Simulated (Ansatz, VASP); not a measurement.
## One calculation of NaH, two programs

Contents of INCAR:

```
PREC     = Accurate       # precision mode
ENCUT    = 520            # plane-wave cutoff, eV
EDIFF    = 1E-6           # SCF threshold, eV
ISMEAR   = -1             # smearing method
SIGMA    = 0.02           # smearing width, eV
LREAL    = F              # projectors in reciprocal space
LASPH    = T              # aspherical terms in the spheres
NELM     = 100            # most SCF steps
ALGO     = Normal         # electronic algorithm
ISIF     = 2              # what is computed and relaxed
LWAVE    = F              # write WAVECAR
LCHARG   = F              # write CHGCAR
GGA      = PE             # functional
NBANDS   = 11             # bands
```

Contents of KPOINTS:

```
Automatic mesh
0
Gamma
  10 10 10
```

Contents of POSCAR:

```
NaH
1.0
    0.0000000000      2.3975116377      2.3975116377
    2.3975116377      0.0000000000      2.3975116377
    2.3975116377      2.3975116377      0.0000000000
Na H
1 1
Direct
    0.0000000000      0.0000000000      0.0000000000
    0.5000000000      0.5000000000      0.5000000000
```

Input for Ansatz:

```yaml
crystal:
  lattice:
    - [0.0, 2.3975116377, 2.3975116377]
    - [2.3975116377, 0.0, 2.3975116377]
    - [2.3975116377, 2.3975116377, 0.0]
  atoms:
    - { symbol: Na, position: [0.0, 0.0, 0.0] }
    - { symbol: H, position: [0.5, 0.5, 0.5] }
kpoints:
  mp_grid: { grid: [10, 10, 10] }
  band_path:
    path:
      - [[0.0, 0.0, 0.0], [0.5, 6.907144410388e-35, 0.5], [0.625, 0.25, 0.625]]
      - [[0.375, 0.375, 0.75], [0.0, 0.0, 0.0], [0.5, 0.5, 0.5], [0.5, 0.25, 0.75], [0.5, 6.907144410388e-35, 0.5]]
    npoints: 10
hamiltonian:
  xc: pbe
scf:
  occupations: { method: fermi_dirac, width: 0.02 }
  n_extra_bands: 4
output:
  forces: true
  stress: true
  eigenvalues: true
```

Alike in both runs: task single point; functional PBE; k mesh 10 × 10 × 10; occupations fermi-dirac, width 0.02 eV; no spin polarisation.

|  | VASP | Ansatz |
| --- | --- | --- |
| version | VASP 6.6.1 | Ansatz 0.2.0 |
| potentials or method | VASP PAW PBE potentials, release 64 (Na_pv, H) | plane waves, PAW |
| plane-wave cutoff (eV) | 520 | 420 |
| valence electrons in the cell | 8 | 10 |

```csv
,VASP,Ansatz,Ansatz less VASP
gap on the k mesh at the Fermi level (eV),3.82,3.82,+0.002
pressure (GPa),0.5,0.6,+0.03
```

The functional is the same, so the differences come from potentials, cutoffs and numerics. The two sets of potentials don't hold the same shells in valence.

A k mesh can miss the band edges. A hybrid or GW would open this gap; PBE tends to underestimate it.
